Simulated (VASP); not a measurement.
## CdS (Greenockite): evGW0 quasiparticle levels with PBE

CdS (Greenockite):

```xyz
4
Lattice="4.1500 0.0000 0.0000 -2.0750 3.5940 0.0000 0.0000 0.0000 6.7370" Properties=species:S:1:pos:R:3 pbc="T T T"
Cd    2.0750    1.1980    3.3685
Cd    0.0000    2.3960    0.0000
S     2.0750    1.1980    5.8949
S     0.0000    2.3960    2.5264
```

```json
{
  "Program": "VASP 6.6.1",
  "Task": "evGW0 quasiparticle levels",
  "Functional": "PBE",
  "Potentials or basis": "VASP PAW PBE potentials, release 64 (Cd_GW, S_GW)",
  "Cutoff": "500 eV",
  "k mesh": "4 × 4 × 2",
  "Occupations": "gaussian, width 0.01 eV",
  "Spin": "no spin polarisation",
  "Cutoff of the response function": "100",
  "Frequency points": "48",
  "Empty bands": "338",
  "GW scheme": "evGW0",
  "GW iterations": "4",
  "Further INCAR settings": "ALGO = EVGW0; EDIFF = 1e-08; NBANDS = 356"
}
```

```json
{
 "Band gap on the k mesh, mean-field level": "1.19 eV, direct",
 "Quasiparticle gap": "2.15 eV",
 "Least direct quasiparticle gap": "2.15 eV"
}
```

Levels at points of the mesh, in eV from the valence-band top:
```csv
k point,band 15,band 16,band 17,band 18,band 19,band 20,band 21,band 22
"(0.00, 0.00, 0.00)",-0.76,-0.04,0.00,0.00,1.19,2.78,6.45,6.45
"(0.50, 0.00, 0.00)",-2.62,-1.85,-1.28,-0.73,3.70,3.88,5.11,6.37
"(0.00, 0.00, 0.50)",-0.39,-0.39,-0.39,-0.39,2.83,2.83,6.17,6.17
"(0.50, 0.00, 0.50)",-1.32,-1.32,-1.31,-1.31,3.47,3.47,5.38,5.38
```

Quasiparticle gap after each update of the energies (eV): 1.95, 2.11, 2.14, 2.15

It took 51 min on 1 thread of Intel(R) Xeon(R) 6975P-C (Granite Rapids) (shared host), peak memory 1.5 GiB.

Caveat: the k mesh is coarse (spacing up to 0.47 Å⁻¹), so the values aren't converged; bands, screening cutoff and mesh are small and nothing is extrapolated, so the quasiparticle values aren't converged.
